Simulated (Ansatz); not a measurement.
PtS2 (started from an entry of an open crystallographic database), relaxed with r2SCAN+rVV10 in Ansatz 0.2.0. The symmetry is P-3m1 (No. 164, trigonal); conventional cell a = 3.553 Å, c = 5.123 Å, 18.66 Å³ an atom. Around Pt lie 6 S at 2.39 Å; around S lie 3 Pt at 2.39 Å.

The axes x, y and z are those of this cell:
```
CELL_PARAMETERS angstrom
3.55262 0.00000 0.00000
-1.77631 3.07666 0.00000
0.00000 0.00000 5.12283
ATOMIC_POSITIONS crystal
Pt 0.00000 0.00000 0.00000
S 0.33333 0.66667 0.23925
S 0.66667 0.33333 0.76075
```

Unstrained: With PBE the valence top lies at k = (0, 0.169, 0.188) and the conduction bottom at k = (0, 0.281, 0.299), 0.615 eV higher; the smallest vertical gap, at k = (0, 0.281, 0.299), is 0.915 eV. r2SCAN gives an indirect gap of 0.790 eV, from k = (0, 0.169, 0.188) to k = (0, 0.281, 0.299); the least direct gap is 1.106 eV at k = (0, 0.281, 0.299). The HSE06 gap is indirect, 1.211 eV (Γ to k = (0, 0.281, 0.299)), below the direct gap of 1.680 eV at k = (0, 0.281, 0.299). Meshes: PBE 12×12×6, r2SCAN 12×12×6, HSE06 6×6×4. Strains are changes of length per length, and xy shears are angles. After each strain the atoms were relaxed again with r2SCAN+rVV10 within the symmetry that the strain leaves, so tilts or polar shifts that break it weren't tested; points keep the names that they have in the unstrained zone. No spin polarisation and no zero-point or thermal motion.

Task: Apply xy shear, engineering strain (angle) -0.92 %. How far does the gap move, against the unstrained cell?

Result: PBE: the gap goes from 0.615 to 0.578 eV (-0.037 eV); the edges go from (0, 0.169, 0.188) → (0, 0.281, 0.299) to (-0.172, 0, 0.195) → (0.281, -0.283, 0.298). r2SCAN: the gap goes from 0.790 to 0.752 eV (-0.038 eV); the edges go from (0, 0.169, 0.188) → (0, 0.281, 0.299) to (-0.172, 0, 0.195) → (0.281, -0.283, 0.298). HSE06: the gap goes from 1.211 to 1.196 eV (-0.015 eV); the edges go from Γ → (0, 0.281, 0.299) to Γ → (0.281, -0.283, 0.298).

Task: Estimate what biaxial -4.56 % in x and y, z held does to the gap.

Result: PBE: the gap goes from 0.615 to 0.597 eV (-0.018 eV); the edges go from (0, 0.169, 0.188) → (0, 0.281, 0.299) to (0, 0.193, 0.279) → (0, 0.276, 0.318). r2SCAN: the gap goes from 0.790 to 0.797 eV (+0.007 eV); the edges go from (0, 0.169, 0.188) → (0, 0.281, 0.299) to (0, 0.193, 0.279) → (0, 0.276, 0.318). HSE06: the gap goes from 1.211 to 1.279 eV (+0.068 eV); the edges go from Γ → (0, 0.281, 0.299) to Γ → (0, 0.276, 0.318).

Spin-orbit coupling is left out, which matters wherever the heavy atoms make up the band edges.

Where an edge lies off the special points, it is a point of the mesh or the k point where a search put PBE's edge or least direct gap, reused for the other functionals, whose own edges may lie a little apart.

Coordinates of k points refer to the reciprocal vectors of the primitive cell of the runs.

The meshes of the hybrids are coarse, so their gaps aren't converged to the digits shown.
